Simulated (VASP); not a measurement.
Al, 6 atoms in the cell. Symmetry: P6_3/mcm, No. 193, hexagonal system. The conventional cell has a = 4.667 Å, b = 4.667 Å, c = 6.452 Å, α = 90.00°, β = 90.00°, γ = 120.00°. Al (site symmetry m2m) is surrounded by 6 Al at 2.53 to 2.78 Å. The cell was built by a generator and needn't be a form met in nature. The cell isn't the ideal one: random cell with space group P6_3/mcm (No. 193).

| Item | Value |
| --- | --- |
| Program | VASP 6.6.1 |
| Task | relaxation of cell and atoms |
| Functional | PBE |
| Potentials or basis | VASP PAW PBE potentials, release 64 (Al) |
| Cutoff | 600 eV |
| k mesh | 6 × 6 × 4 |
| Occupations | gaussian, width 0.1 eV |
| Spin | no spin polarisation |
| Dipole correction | no |
| Further INCAR settings | ALGO = Normal; EDIFF = 1e-07; IBRION = 2; EDIFFG = -0.04; NSW = 90; ISIF = 3 |

Potentials or basis: VASP PAW PBE potentials, release 64 (Al).

The run is started by

```console
$ cat potpaw_PBE.64/Al/POTCAR > POTCAR
$ mpirun -np 1 vasp_std > vasp.out
```

Hardware: 1 thread of Intel(R) Xeon(R) Platinum 8488C (Sapphire Rapids), with other jobs on the host.

**Question.** Estimate the wall time of this run.

**Answer.** It took 6.7 min on 1 thread of Intel(R) Xeon(R) Platinum 8488C (Sapphire Rapids) (shared host), peak memory 0.29 GiB. Counts: scf iterations 125, k points 21, ion steps 15.
